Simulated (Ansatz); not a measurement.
**Lanthanum, fcc under revPBE: ground state and equation of state, part 1 of 2**

The plan for lanthanum in the fcc structure: relax it, solve it on a dense k-mesh, then scale the cell to 7 volumes from 88 to 112 % of the relaxed one and try a fit of the equation of state. Spin polarisation is left out. The k-meshes are 10×10×10 for the relaxation; 17×17×17 for the dense run; 11×11×11 for the volumes.

Method: DFT revPBE, plane waves (420 eV) with PAW, scalar-relativistic; the PAW data stem from PBE, with regenerated cores, in Ansatz 0.2.0.

## (1) Starting point

The structure is cubic, space group Fm-3m (No. 225). Conventional cell: a = 5.309 Å, b = 5.309 Å, c = 5.309 Å, α = 90.00°, β = 90.00°, γ = 90.00°. La (site symmetry m-3m) has 12 La at 3.75 Å as nearest neighbours.

Coordinates:

```cif
data_structure
_symmetry_space_group_name_H-M 'Fm-3m'
_symmetry_Int_Tables_number 225
_cell_length_a 5.3093
_cell_length_b 5.3093
_cell_length_c 5.3093
_cell_angle_alpha 90.000
_cell_angle_beta 90.000
_cell_angle_gamma 90.000
_cell_volume 149.66
loop_
_atom_site_label
_atom_site_type_symbol
_atom_site_symmetry_multiplicity
_atom_site_Wyckoff_symbol
_atom_site_fract_x
_atom_site_fract_y
_atom_site_fract_z
_atom_site_occupancy
La1 La 4 a 0.00000 0.00000 0.00000 1
```

## (2) Relaxation of the cell

Contents of input.yaml:

```yaml
crystal:
  lattice:
    - [0.0, 2.6546496237, 2.6546496237]
    - [2.6546496237, 0.0, 2.6546496237]
    - [2.6546496237, 2.6546496237, 0.0]
  atoms:
    - { symbol: La, position: [0.0, 0.0, 0.0] }
hamiltonian:
  xc: revpbe
  pseudopotentials:
    kind: paw
    azcp:
      La: "pseudopotentials/La.paw.azcp"
basis:
  ecutwfc: 420
  fft_grid_basis: typed
kpoints:
  mp_grid: { grid: [10, 10, 10], shift: [0, 0, 0] }
magnetization:
  spin_polarized: false
scf:
  occupations: { method: fermi_dirac, width: 0.1 }
relax:
  max_steps: 60
  f_tol: 0.01
  cell: {}
```

What it wrote:

```text
Warning: RAYON_NUM_THREADS=2 ignored (pool sized by the plan → 2); use --threads N
Engine: ansatz 0.2.0, aarch64-unknown-linux-gnu
Pseudopotentials: kind: paw
Pseudopotential: La, paw, valence charge 11, recommended cutoff 420 eV (normal), <dir>
Functional definition: revPBE
  parameter kappa = 1.245
  parameter beta = 0.06672455060314922
  exchange = pbe_x(kappa = kappa, mu = beta*pi^2/3)
  correlation = pbe_c(beta = beta)
Crystal: 1 atoms, lattice volume = 37.416 Å³
Basis set: ecut = 420 eV, 725 PW (Γ), exchange–correlation on 54×54×54 points (8 copies of the dense FFT grid, shifted against one another)
Bands: 10, of which v1, the nominal top of the filled ones, is band 6 counted from 1 (5 counted from 0)
Symmetry: 48 space group operations
Space group: Fm-3m (ITA 225), of the structure as read, at distance tolerance 3.3e-5 Å
k-points: 47 of 1000
Non-local potential: La, projectors of the file, l = 0: 3, l = 1: 2, l = 2: 2, l = 3: 3
PAW form: soft (Blöchl's): semilocal exchange-correlation on the pseudo side does not see the compensation charge
PAW frozen core: La, regenerated for the run's functional, and the local potential with it (the file was generated under x = pbe(κ = 0.804, μ = 0.2195149727645171), c = pbe(β = 0.06672455060314922))
PAW one-centre angular grid: La, 590 points (default); XC on 64 Gauss nodes
Initial density: superposition of atomic densities (neutral atoms: chi_scale 0, normalization atom), corrected by the library's trained network
Initial wavefunctions: pseudopotential atomic-orbital guess
Functional: x = revpbe(κ = 1.245, μ = 0.2195149727645171), c = pbe(β = 0.06672455060314922)
SCF iter   1: F=—  HF=-6256.989054 eV  |F-HF|=—  |Δ(HF+E_count)|=         —  Δρ=3.69e-3  dr2=6.66e-3  ethr=1.77e-3  ⟨swp⟩=3.8  Hψ=2139  notcnv=0
preconditioner: auto → none  [metal: Δε(μ)=0.004 eV  Ē_g=12.764 eV  σ=0.100 eV  W_gap=0.01  n_scr=8 (ndim 8)  ℏωp=18.2 eV  f_vac=0.000  D(μ)=2.05/eV (n_scr^D=14)  sad-step TF]
SCF iter   2: F=—  HF=-6256.989371 eV  |F-HF|=—  |Δ(HF+E_count)|=   3.16e-4  Δρ=2.46e-3  dr2=3.30e-3  ethr=6.05e-5  ⟨swp⟩=1.0  Hψ=846  notcnv=0
SCF iter   3: F=—  HF=-6256.989244 eV  |F-HF|=—  |Δ(HF+E_count)|=   1.27e-4  Δρ=4.88e-4  dr2=1.16e-4  ethr=3.00e-5  ⟨swp⟩=2.1  Hψ=636  notcnv=0
SCF iter   4: F=—  HF=-6256.989204 eV  |F-HF|=—  |Δ(HF+E_count)|=   3.99e-5  Δρ=2.03e-4  dr2=5.17e-6  ethr=1.05e-6  ⟨swp⟩=2.5  Hψ=757  notcnv=0
SCF iter   5: F=—  HF=-6256.989204 eV  |F-HF|=—  |Δ(HF+E_count)|=   1.94e-7  Δρ=3.20e-5  dr2=3.49e-7  ethr=4.70e-8  ⟨swp⟩=2.9  Hψ=748  notcnv=0
SCF iter   6: F=-6256.989204 eV  HF=-6256.989204 eV  |F-HF|=2.24e-9  |Δ(HF+E_count)|=   8.07e-8  Δρ=8.93e-6  dr2=1.47e-8  ethr=9.09e-10  ⟨swp⟩=4.3  Hψ=1483  notcnv=0
SCF 1 converged in 6 iterations: F = -6256.989204 eV  dr2 = 1.47e-8
relax step   1: F+E_penalty+E_count = -6256.98920400 eV  Δ(F+E_penalty+E_count) = +0.000e0 eV  max|allowed force component| = 0.000e0 eV/Å  Δτ_max = 0.0000 Å  P = +0.824 GPa  Ω = 37.416 Å³  (6 SCF iters, dr2 threshold 1.00e-7 eV, accepted)
Crystal: 1 atoms, lattice volume = 38.175 Å³
Initial density: handed on by an earlier stage of this run
Initial wavefunctions: those handed on with the density
iter 1 solved again at ethr=2.68e-6 eV; its pass at ethr=3.10e-3 eV (dr2=2.95e-4 eV) is discarded
SCF iter   1: F=—  HF=-6256.991982 eV  |F-HF|=—  |Δ(HF+E_count)|=         —  Δρ=8.08e-4  dr2=2.98e-4  ethr=2.68e-6  ⟨swp⟩=2.1  Hψ=4762  notcnv=0
preconditioner: auto → none  [metal: Δε(μ)=0.036 eV  Ē_g=12.735 eV  σ=0.100 eV  W_gap=0.09  n_scr=8 (ndim 8)  ℏωp=18.0 eV  f_vac=0.000  D(μ)=2.05/eV (n_scr^D=14)]
SCF iter   2: F=—  HF=-6256.991877 eV  |F-HF|=—  |Δ(HF+E_count)|=   1.05e-4  Δρ=1.72e-4  dr2=5.15e-6  ethr=2.68e-6  ⟨swp⟩=2.5  Hψ=746  notcnv=0
SCF iter   3: F=—  HF=-6256.991869 eV  |F-HF|=—  |Δ(HF+E_count)|=   7.97e-6  Δρ=8.70e-5  dr2=1.35e-6  ethr=9.09e-10  ⟨swp⟩=5.1  Hψ=1692  notcnv=0
SCF iter   4: F=-6256.991869 eV  HF=-6256.991869 eV  |F-HF|=4.55e-9  |Δ(HF+E_count)|=   6.87e-8  Δρ=4.44e-6  dr2=4.86e-9  ethr=9.09e-10  ⟨swp⟩=3.0  Hψ=1894  notcnv=0
SCF 2 converged in 4 iterations: F = -6256.991869 eV  dr2 = 4.86e-9
relax step   2: F+E_penalty+E_count = -6256.99186862 eV  Δ(F+E_penalty+E_count) = -2.665e-3 eV  max|allowed force component| = 0.000e0 eV/Å  Δτ_max = 0.0000 Å  P = +0.314 GPa  Ω = 38.175 Å³  energy of the carried Pulay correction = -1.838e-5 eV  (4 SCF iters, dr2 threshold 1.00e-7 eV, accepted)
Crystal: 1 atoms, lattice volume = 38.656 Å³
Basis set: ecut = 420 eV, 749 PW (Γ), exchange–correlation on 54×54×54 points (8 copies of the dense FFT grid, shifted against one another)
iter 1 solved again at ethr=1.01e-6 eV; its pass at ethr=3.10e-3 eV (dr2=1.11e-4 eV) is discarded
SCF iter   1: F=—  HF=-6256.992381 eV  |F-HF|=—  |Δ(HF+E_count)|=         —  Δρ=4.91e-4  dr2=1.10e-4  ethr=1.01e-6  ⟨swp⟩=2.0  Hψ=4730  notcnv=0
preconditioner: auto → none  [metal: Δε(μ)=0.048 eV  Ē_g=12.730 eV  σ=0.100 eV  W_gap=0.12  n_scr=8 (ndim 8)  ℏωp=17.9 eV  f_vac=0.000  D(μ)=2.05/eV (n_scr^D=14)]
SCF iter   2: F=—  HF=-6256.992343 eV  |F-HF|=—  |Δ(HF+E_count)|=   3.85e-5  Δρ=1.04e-4  dr2=1.99e-6  ethr=1.00e-6  ⟨swp⟩=2.6  Hψ=748  notcnv=0
SCF iter   3: F=—  HF=-6256.992335 eV  |F-HF|=—  |Δ(HF+E_count)|=   7.73e-6  Δρ=5.34e-5  dr2=5.27e-7  ethr=9.09e-10  ⟨swp⟩=4.9  Hψ=1630  notcnv=0
SCF iter   4: F=-6256.992335 eV  HF=-6256.992335 eV  |F-HF|=1.80e-9  |Δ(HF+E_count)|=   3.48e-8  Δρ=2.67e-6  dr2=1.79e-9  ethr=9.09e-10  ⟨swp⟩=3.0  Hψ=1878  notcnv=0
SCF 3 converged in 4 iterations: F = -6256.992335 eV  dr2 = 1.79e-9
relax step   3: F+E_penalty+E_count = -6256.99233527 eV  Δ(F+E_penalty+E_count) = -4.667e-4 eV  max|allowed force component| = 0.000e0 eV/Å  Δτ_max = 0.0000 Å  P = +0.006 GPa  Ω = 38.656 Å³  energy of the carried Pulay correction = -2.985e-5 eV  (4 SCF iters, dr2 threshold 1.00e-7 eV, accepted)
Initial wavefunctions: pseudopotential atomic-orbital guess (no wavefunctions were taken with the density)
iter 1 solved again at ethr=6.52e-8 eV; its pass at ethr=3.10e-3 eV (dr2=7.18e-6 eV) is discarded
SCF iter   1: F=—  HF=-6256.992370 eV  |F-HF|=—  |Δ(HF+E_count)|=         —  Δρ=9.83e-6  dr2=5.46e-9  ethr=6.52e-8  ⟨swp⟩=3.0  Hψ=3837  notcnv=0
preconditioner: auto → none  [metal: Δε(μ)=0.049 eV  Ē_g=12.735 eV  σ=0.100 eV  W_gap=0.12  n_scr=8 (ndim 8)  ℏωp=17.9 eV  f_vac=0.000  D(μ)=2.04/eV (n_scr^D=14)]
SCF iter   2: F=—  HF=-6256.992363 eV  |F-HF|=—  |Δ(HF+E_count)|=   6.95e-6  Δρ=5.08e-6  dr2=1.57e-9  ethr=4.97e-11  ⟨swp⟩=2.5  Hψ=729  notcnv=0
SCF iter   3: F=—  HF=-6256.992363 eV  |F-HF|=—  |Δ(HF+E_count)|=   4.39e-9  Δρ=3.44e-7  dr2=5.55e-11  ethr=1.43e-11  ⟨swp⟩=2.4  Hψ=724  notcnv=0
SCF iter   4: F=-6256.992363 eV  HF=-6256.992363 eV  |F-HF|=9.09e-13  |Δ(HF+E_count)|=  2.00e-11  Δρ=7.78e-8  dr2=7.91e-13  ethr=1.00e-12  ⟨swp⟩=6.0  Hψ=1849  notcnv=0
SCF 4 converged in 4 iterations: F = -6256.992363 eV  dr2 = 7.91e-13
relax step   4: F+E_penalty+E_count = -6256.99236331 eV  Δ(F+E_penalty+E_count) = -2.804e-5 eV  max|allowed force component| = 0.000e0 eV/Å  Δτ_max = 0.0000 Å  P = +0.006 GPa  Ω = 38.656 Å³  stress off target by 6.04e-3 GPa  SCF on the basis re-selected at this cell (its energy is not comparable with the rows above)  (4 SCF iters)
basis re-selected at this cell: Δ(F+E_penalty+E_count) = -2.804e-5 eV, ΔP = -0.000 GPa vs the last step (what re-selecting the basis moved, of the pressure what is left beyond the Pulay correction that the steps carried, after the strain that the cell walked since its last selection, with what the two solves' SCF thresholds leave and, on support functions, any second-order correction that the steps lacked; it is no measure of the basis error at this ecutwfc). This SCF's stress stands 6.04e-3 GPa from its target on what of the cell is left free (relax.cell.stress_tol is 5.00e-2 GPa) and its largest allowed force component is 0.00e0 eV/Å (relax.f_tol is 1.00e-2 eV/Å): within both
SCF converged after 4 iterations
Free energy (F): -6256.992363 eV
Harris-Foulkes:  -6256.992363 eV  (|F-HF|=9.09e-13)
Internal energy: -6256.927396 eV  (E = F + TS)
E sigma→0 (E₀):  -6256.959879 eV
Entropy (-TS):   -0.064968 eV (-64.968 meV/atom)
Fermi energy:    10.583348 eV
--- Per-component energies (eV) ---
  E_band       = -50.638836
  E_kinetic    = 192.371701
  E_local      = -347.413749  (includes V_loc(G=0)·N_el)
  E_nonlocal   = 94.110889
  E_hartree    = 109.774374
  E_xc         = -139.136385
  E_vxc        = -147.011803  (∫ρ·V_xc dr)
  E_paw        = -5422.421302  (= ΣΔE_a)
  E_vpaw       = -62.244611  (= ΣTr[D̂ρ^β])
  E_aug_tail   = -0.000000  (compensation charges beyond the density's cutoff)
  E_ewald      = -744.173102
  E_core_change = -0.039821  (= ΣΔE_core)
  E_smearing   = -0.064968  (= −TS)
  E_closure    = -0.000000  (closes the sum)
  Σ components = -6256.992363   (vs F -6256.992363, Δ=0.00e0)
--- Forces (eV/Å), atoms counted from 1 ---
  atom   1  La    -0.00000000     0.00000000     0.00000000
  max |Σ_I F_I| component: 2.47e-32 eV/Å
--- Stress (GPa, compression-positive) ---
        0.006042      -0.000000      -0.000000
       -0.000000       0.006042      -0.000000
       -0.000000      -0.000000       0.006042
  P = ⅓ Tr σ = 0.0060 GPa (0.060 kbar)
--- Relaxed structure (3 steps of the walk, 3 accepted, 1 SCFs on fresh bases) ---
  F+E_penalty+E_count = -6256.99236331 eV   max|allowed force component| = 0.000e0 eV/Å   (the final SCF, on the basis selected at the relaxed cell)
  cell:  # Å, volume = 38.6561 Å³
    - [1.0190744065791183e-34, 2.683672314844983, 2.683672314844983]
    - [2.683672314844983, -3.5667604230269123e-34, 2.683672314844983]
    - [2.683672314844983, 2.683672314844983, -5.6049092361851485e-34]
  atoms:
    - { symbol: La, position: [0.0, 0.0, 0.0] }
```

It took 2.6 s on 2 threads of an Arm CPU, shared host; peak memory 0.31 GiB.

Relaxation path:

| step | energy change (meV/atom) | largest force (eV/Å) | pressure (GPa) | volume (Å³/atom) |
| --- | --- | --- | --- | --- |
| 1 | 0.00 | 0.0000 | 0.82 | 37.416 |
| 2 | -2.66 | 0.0000 | 0.31 | 38.175 |
| 3 | -3.13 | 0.0000 | 0.01 | 38.656 |
| 4 | -3.16 | 0.0000 | 0.01 | 38.656 |

Steps that repeat a cell are solved on a basis chosen anew, so their changes of energy are no gain of the relaxation.

Changes in the cell that was computed:

|  | before | after | change |
| --- | --- | --- | --- |
| a (Å) | 3.754 | 3.795 | +1.1 % |
| b (Å) | 3.754 | 3.795 | +1.1 % |
| c (Å) | 3.754 | 3.795 | +1.1 % |
| volume (Å³/atom) | 37.416 | 38.656 | +3.3 % |
| shortest distance (Å) | 3.754 | 3.795 | +1.1 % |
| space group (spins left aside) | Fm-3m | Fm-3m | same |

## (3) The energy on a finer k-mesh

Contents of input.yaml:

```yaml
crystal:
  lattice:
    - [0.0, 2.6836723148, 2.6836723148]
    - [2.6836723148, 0.0, 2.6836723148]
    - [2.6836723148, 2.6836723148, 0.0]
  atoms:
    - { symbol: La, position: [0.0, 0.0, 0.0] }
hamiltonian:
  xc: revpbe
  pseudopotentials:
    kind: paw
    azcp:
      La: "pseudopotentials/La.paw.azcp"
basis:
  ecutwfc: 420
  fft_grid_basis: typed
kpoints:
  mp_grid: { grid: [17, 17, 17], shift: [0, 0, 0] }
magnetization:
  spin_polarized: false
scf:
  occupations: { method: fermi_dirac, width: 0.1 }
output:
  write_density: true
  write_potential: true
  elf: true
  volumetric_format: npy
```

What it wrote, shortened:

```text
Warning: RAYON_NUM_THREADS=2 ignored (pool sized by the plan → 2); use --threads N
[...]
[... 3 set-up lines as earlier in the session ...]
[...]
Crystal: 1 atoms, lattice volume = 38.656 Å³
Basis set: ecut = 420 eV, 749 PW (Γ)
Bands: 10, of which v1, the nominal top of the filled ones, is band 6 counted from 1 (5 counted from 0)
[... 1 set-up line as earlier in the session ...]
Space group: Fm-3m (ITA 225), of the structure as read, at distance tolerance 3.4e-5 Å
k-points: 165 of 4913
[...]
SCF iter   1: F=—  HF=-6256.993054 eV  |F-HF|=—  |Δ(HF+E_count)|=         —  Δρ=3.37e-3  dr2=5.38e-3  ethr=1.77e-3  ⟨swp⟩=3.6  Hψ=7435  notcnv=0
[...]
SCF iter   6: F=-6256.993696 eV  HF=-6256.993696 eV  |F-HF|=7.50e-9  |Δ(HF+E_count)|=   1.77e-7  Δρ=1.12e-5  dr2=2.53e-8  ethr=9.09e-10  ⟨swp⟩=4.1  Hψ=7229  notcnv=0
[...]
SCF converged after 6 iterations
Free energy (F): -6256.993696 eV
[...]
E sigma→0 (E₀):  -6256.962145 eV
Entropy (-TS):   -0.063100 eV (-63.100 meV/atom)
Fermi energy:    10.586058 eV
[...]
--- Band table (eV; the first three rows and the last of 165) ---
  k-point 0: bands = ["-22.3199", "-5.3716", "-5.3716", "-5.3716", "7.3767", "11.7985", "12.0643", "12.0643", "12.0643", "12.2465"]
[...]
```

It took 2 s on 2 threads of an Arm CPU, shared host; peak memory 0.34 GiB.

Axes a, b and c in the maps are those of this run's conventional cell (a, b, c = 5.367, 5.367, 5.367 Å).

Density in a lattice plane of the grid's cell (edges 5.37 and 5.37 Å, at 0.000 of the third edge), which holds La.

Values in e/Å³, 12 rows by 12 columns:
```
1.58 1.60 0.80 0.18 0.08 0.07 0.07 0.07 0.08 0.18 0.80 1.60
1.08 0.80 0.31 0.12 0.08 0.08 0.09 0.08 0.08 0.12 0.31 0.80
0.24 0.18 0.12 0.09 0.12 0.18 0.24 0.18 0.12 0.09 0.12 0.18
0.09 0.08 0.08 0.12 0.31 0.80 1.08 0.80 0.31 0.12 0.08 0.08
0.07 0.07 0.08 0.18 0.80 1.60 1.58 1.60 0.80 0.18 0.08 0.07
0.07 0.07 0.09 0.24 1.08 1.58 1.32 1.58 1.08 0.24 0.09 0.07
0.07 0.07 0.08 0.18 0.80 1.60 1.58 1.60 0.80 0.18 0.08 0.07
0.09 0.08 0.08 0.12 0.31 0.80 1.08 0.80 0.31 0.12 0.08 0.08
0.24 0.18 0.12 0.09 0.12 0.18 0.24 0.18 0.12 0.09 0.12 0.18
1.08 0.80 0.31 0.12 0.08 0.08 0.09 0.08 0.08 0.12 0.31 0.80
1.58 1.60 0.80 0.18 0.08 0.07 0.07 0.07 0.08 0.18 0.80 1.60
1.32 1.58 1.08 0.24 0.09 0.07 0.07 0.07 0.09 0.24 1.08 1.58
```
Columns run along the first of these edges and rows up along the second, over one cell in 12 and 12 even steps from the bottom left corner. Atoms in the plane (fractional): La at (0.00, 0.00), La at (0.50, 0.50).

ELF in the same plane.

Values, 12 rows by 12 columns:
```
0.45 0.75 0.74 0.23 0.23 0.48 0.56 0.48 0.23 0.23 0.73 0.76
0.80 0.74 0.39 0.14 0.20 0.23 0.22 0.23 0.20 0.14 0.39 0.73
0.30 0.23 0.14 0.13 0.14 0.23 0.30 0.23 0.14 0.13 0.14 0.23
0.22 0.23 0.20 0.14 0.39 0.74 0.80 0.73 0.39 0.14 0.20 0.23
0.56 0.48 0.23 0.23 0.74 0.75 0.45 0.76 0.73 0.23 0.23 0.48
0.69 0.56 0.22 0.30 0.80 0.45 0.02 0.45 0.80 0.30 0.22 0.56
0.56 0.48 0.23 0.23 0.73 0.76 0.45 0.75 0.74 0.23 0.23 0.48
0.22 0.23 0.20 0.14 0.39 0.73 0.80 0.74 0.39 0.14 0.20 0.23
0.30 0.23 0.14 0.13 0.14 0.23 0.30 0.23 0.14 0.13 0.14 0.23
0.80 0.73 0.39 0.14 0.20 0.23 0.22 0.23 0.20 0.14 0.39 0.74
0.45 0.76 0.73 0.23 0.23 0.48 0.56 0.48 0.23 0.23 0.74 0.75
0.02 0.45 0.80 0.30 0.22 0.56 0.69 0.56 0.22 0.30 0.80 0.45
```
Columns run along the first of these edges and rows up along the second, over one cell in 12 and 12 even steps from the bottom left corner. Atoms in the plane (fractional): La at (0.00, 0.00), La at (0.50, 0.50).

Both are smooth fields of the valence electrons: close to the nuclei they are not physical.

The highest ELF values outside the cores: 0.69 between the atoms, 2.7 Å from La.

## (4) At 88 % of the relaxed volume

Contents of input.yaml:

```yaml
crystal:
  lattice:
    - [0.0, 2.5717201638, 2.5717201638]
    - [2.5717201638, 0.0, 2.5717201638]
    - [2.5717201638, 2.5717201638, 0.0]
  atoms:
    - { symbol: La, position: [0.0, 0.0, 0.0] }
hamiltonian:
  xc: revpbe
  pseudopotentials:
    kind: paw
    azcp:
      La: "pseudopotentials/La.paw.azcp"
basis:
  ecutwfc: 420
  fft_grid_basis: typed
kpoints:
  mp_grid: { grid: [11, 11, 11], shift: [0, 0, 0] }
magnetization:
  spin_polarized: false
scf:
  occupations: { method: fermi_dirac, width: 0.1 }
  lower_state_search: "off"
output:
  stress: true
```

What it wrote, shortened:

```text
Warning: RAYON_NUM_THREADS=2 ignored (pool sized by the plan → 2); use --threads N
[...]
[... 3 set-up lines as earlier in the session ...]
[...]
Crystal: 1 atoms, lattice volume = 34.017 Å³
Basis set: ecut = 420 eV, 645 PW (Γ)
Bands: 10, of which v1, the nominal top of the filled ones, is band 6 counted from 1 (5 counted from 0)
[... 1 set-up line as earlier in the session ...]
Space group: Fm-3m (ITA 225), of the structure as read, at distance tolerance 3.2e-5 Å
k-points: 56 of 1331
[...]
SCF iter   1: F=—  HF=-6256.951864 eV  |F-HF|=—  |Δ(HF+E_count)|=         —  Δρ=4.85e-3  dr2=1.10e-2  ethr=1.77e-3  ⟨swp⟩=3.9  Hψ=2567  notcnv=0
[...]
SCF iter   6: F=-6256.950200 eV  HF=-6256.950200 eV  |F-HF|=2.33e-9  |Δ(HF+E_count)|=   3.97e-9  Δρ=6.02e-6  dr2=4.22e-9  ethr=7.08e-10  ⟨swp⟩=2.2  Hψ=2003  notcnv=0
[...]
SCF converged after 6 iterations
Free energy (F): -6256.950200 eV
[...]
E sigma→0 (E₀):  -6256.921015 eV
Entropy (-TS):   -0.058369 eV (-58.369 meV/atom)
Fermi energy:    12.239174 eV
[...]
--- Stress (GPa, compression-positive) ---
        3.486605       0.000000       0.000000
        0.000000       3.486605      -0.000000
       -0.000000      -0.000000       3.486605
  P = ⅓ Tr σ = 3.4866 GPa (34.866 kbar)
```

It took 0.64 s on 2 threads of an Arm CPU, shared host; peak memory 0.29 GiB.

## (5) At 92 % of the relaxed volume

Changes to input.yaml since step 4:

```diff
@@ -2,5 +2,5 @@
   lattice:
-    - [0.0, 2.5717201638, 2.5717201638]
-    - [2.5717201638, 0.0, 2.5717201638]
-    - [2.5717201638, 2.5717201638, 0.0]
+    - [0.0, 2.6101097067, 2.6101097067]
+    - [2.6101097067, 0.0, 2.6101097067]
+    - [2.6101097067, 2.6101097067, 0.0]
   atoms:
```

What it wrote, shortened:

```text
Warning: RAYON_NUM_THREADS=2 ignored (pool sized by the plan → 2); use --threads N
[...]
[... 3 set-up lines as earlier in the session ...]
[...]
Crystal: 1 atoms, lattice volume = 35.564 Å³
Basis set: ecut = 420 eV, 725 PW (Γ)
Bands: 10, of which v1, the nominal top of the filled ones, is band 6 counted from 1 (5 counted from 0)
[... 2 set-up lines as earlier in the session ...]
k-points: 56 of 1331
[...]
SCF iter   1: F=—  HF=-6256.977783 eV  |F-HF|=—  |Δ(HF+E_count)|=         —  Δρ=4.33e-3  dr2=9.17e-3  ethr=1.77e-3  ⟨swp⟩=3.9  Hψ=2572  notcnv=0
[...]
SCF iter   6: F=-6256.976884 eV  HF=-6256.976884 eV  |F-HF|=1.58e-9  |Δ(HF+E_count)|=   1.60e-8  Δρ=7.04e-6  dr2=7.04e-9  ethr=9.09e-10  ⟨swp⟩=4.0  Hψ=1740  notcnv=0
[...]
SCF converged after 6 iterations
Free energy (F): -6256.976884 eV
[...]
E sigma→0 (E₀):  -6256.947417 eV
Entropy (-TS):   -0.058934 eV (-58.934 meV/atom)
Fermi energy:    11.641162 eV
[...]
--- Stress (GPa, compression-positive) ---
        2.081133       0.000000       0.000000
        0.000000       2.081133       0.000000
        0.000000      -0.000000       2.081133
  P = ⅓ Tr σ = 2.0811 GPa (20.811 kbar)
```

Run time: 0.68 s. Hardware: 2 threads of an Arm CPU, shared host; peak memory 0.29 GiB.

## (6) At 96 % of the relaxed volume

Changes to input.yaml since step 5:

```diff
@@ -2,5 +2,5 @@
   lattice:
-    - [0.0, 2.6101097067, 2.6101097067]
-    - [2.6101097067, 0.0, 2.6101097067]
-    - [2.6101097067, 2.6101097067, 0.0]
+    - [0.0, 2.6474020266, 2.6474020266]
+    - [2.6474020266, 0.0, 2.6474020266]
+    - [2.6474020266, 2.6474020266, 0.0]
   atoms:
```

What it wrote, shortened:

```text
Warning: RAYON_NUM_THREADS=2 ignored (pool sized by the plan → 2); use --threads N
[...]
[... 3 set-up lines as earlier in the session ...]
[...]
Crystal: 1 atoms, lattice volume = 37.110 Å³
Basis set: ecut = 420 eV, 725 PW (Γ)
Bands: 10, of which v1, the nominal top of the filled ones, is band 6 counted from 1 (5 counted from 0)
[... 2 set-up lines as earlier in the session ...]
k-points: 56 of 1331
[...]
SCF iter   1: F=—  HF=-6256.991158 eV  |F-HF|=—  |Δ(HF+E_count)|=         —  Δρ=3.84e-3  dr2=7.26e-3  ethr=1.77e-3  ⟨swp⟩=3.8  Hψ=2559  notcnv=0
[...]
SCF iter   6: F=-6256.991057 eV  HF=-6256.991057 eV  |F-HF|=2.75e-9  |Δ(HF+E_count)|=   7.24e-8  Δρ=9.57e-6  dr2=1.63e-8  ethr=9.09e-10  ⟨swp⟩=4.4  Hψ=1763  notcnv=0
[...]
SCF converged after 6 iterations
Free energy (F): -6256.991057 eV
[...]
E sigma→0 (E₀):  -6256.960892 eV
Entropy (-TS):   -0.060331 eV (-60.331 meV/atom)
Fermi energy:    11.090683 eV
[...]
--- Stress (GPa, compression-positive) ---
        0.888876      -0.000000      -0.000000
        0.000000       0.888876      -0.000000
       -0.000000       0.000000       0.888876
  P = ⅓ Tr σ = 0.8889 GPa (8.889 kbar)
```

Wall time 0.71 s (2 threads of an Arm CPU, shared host); peak memory 0.29 GiB.

(Continued in part 2 of 2.)
